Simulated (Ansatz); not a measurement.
## HfO2: band gap against volume per atom

Band levels at named k points (names of the unstrained cell) at fixed atoms, from the valence top (v1 top filled band, c1 lowest empty), gap the least over mesh, points and any path between them, spin-unpolarised plane waves, DDH-PBE0 mixes 1/eps_inf of exact exchange. The results are calculated, by Ansatz 0.2.0.

Cell of the first row (space group Fm-3m, No. 225):
```
cell vectors (Å)
   0.0000     2.4280     2.4280
   2.4280     0.0000     2.4280
   2.4280     2.4280     0.0000
atoms (fractions of the cell vectors)
Hf  0.00000  0.00000  0.00000
O   0.25000  0.25000  0.25000
O   0.75000  0.75000  0.75000
```

Settings of every row: periodic directions 3; functional r2SCAN; spin orbit yes; potentials PAW; wave cutoff 500 eV; k mesh 8x8x8; smearing width 0 eV.

Point:
```csv
name,a (fraction of the reciprocal vector),b (fraction of the reciprocal vector),c (fraction of the reciprocal vector)
Gamma,0,0,0
X,0.5,0,0.5
U,0.625,0.25,0.625
K,0.375,0.375,0.75
L,0.5,0.5,0.5
W,0.5,0.25,0.75
extra_v,0,0.5,0.5
```

Limits: semilocal functionals tend to give too small a gap.

```csv
row,volume per atom (Å³),band gap (eV),least direct gap (eV)
1,9.543,4.622,4.622
2,9.844,4.544,4.544
3,10.151,4.466,4.466
4,10.786,4.306,4.306
5,11.113,?,?
6,11.446,4.143,4.143
7,11.786,4.06,4.06
8,12.132,3.976,3.976
```

Question: what band gap should row 5 give?

Worked fit of band gap. Take t = volume per atom − 11, in Å³. The shown rows have t = -1.457, -1.156, -0.849, -0.214, 0.446, 0.786, 1.132. Least squares give band gap = 4.2528 − 0.24822 × t + 0.00342 × t² eV; a straight line predicts inner rows, each left out in turn, worse (root mean square 0.002 against 0.00028 eV). All shown rows lie on it to the printed digit. The withheld row has t = 0.113, so the fit gives 4.2528 − 0.24822 × (0.113) + 0.00342 × (0.113)² = 4.225 eV.

The calculation gave 4.225 eV. The fit meets it to the printed digit.

The other values of row 5: least direct gap 4.225 eV.
